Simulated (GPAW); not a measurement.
# Ho in GPAW: convergence with k mesh

Ho:

```
Ho
1.0
    -1.99052    1.99052    1.99052
     1.99052   -1.99052    1.99052
     1.99052    1.99052   -1.99052
Ho
1
Direct
  0.00000 0.00000 0.00000
```

This isn't the form of Ho at room conditions, which is hcp.

- Program: GPAW 26.7.0
- Task: convergence study
- Functional: r2SCAN
- Potentials or basis: GPAW PAW data sets (gpaw-data 1.2.1)
- Cutoff: 800 eV
- Basis: pw
- k mesh: 2 × 2 × 2
- Occupations: fermi-dirac, width 0.05 eV
- Spin: collinear spin, ferromagnetic start
- Starting moments: [4.0] μB

These are the settings of the first run; the series varies k mesh, with any setting tied to it.

Hardware: 1 thread of Arm Neoverse V2, with other jobs on the host.

| k mesh | energy less the tightest run, at zero smearing (meV/atom) | pressure (GPa) | largest site moment (μB) | SCF cycles | CPU time (s) | peak memory (GiB) |
| --- | --- | --- | --- | --- | --- | --- |
| 2 × 2 × 2 | -820.61 | -10.50 | 3.48 | 25 | 46 | 0.94 |
| 3 × 3 × 3 | 181.69 | 2.06 | 3.85 | 22 | 48 | 0.93 |
| 4 × 4 × 4 | -6.78 | 1.48 | 3.53 | 22 | 76 | 0.94 |
| 5 × 5 × 5 | 5.71 | 0.79 | 3.58 | 21 | 85 | 0.94 |
| 6 × 6 × 6 | -3.13 | 0.45 | 3.55 | 20 | 120 | 0.95 |
| 7 × 7 × 7 | 3.39 | 0.75 | 3.56 | 19 | 150 | 0.96 |
| 9 × 9 × 9 | 0.21 | 0.72 | 3.54 | 18 | 230 | 0.98 |
| 10 × 10 × 10 | 0.57 | 0.66 | 3.57 | 19 | 330 | 1 |
| 13 × 13 × 13 | 0.00 | 0.69 | 3.56 | 19 | 580 | 1.1 |

Against the tightest run, the energy stays within 1 meV/atom from 9 × 9 × 9 on; the pressure stays within 0.1 GPa from 7 × 7 × 7 on; the largest site moment stays within 0.02 μB from 6 × 6 × 6 on. Meshes of other sizes hit other points, so gaps and Fermi surfaces needn't settle smoothly. The tightest run that finished is the yardstick and may itself not be fully converged.

Caveat, for the tightest run too: one-centre terms of the f shell are cut off; the magnetic or orbital state may not be the lowest; the PAW data sets were made with another functional, which shifts forces and pressure a little; spin-orbit coupling is left out, which moves the levels of the heavy elements. The state reached can hang on the start; a lower one may exist.
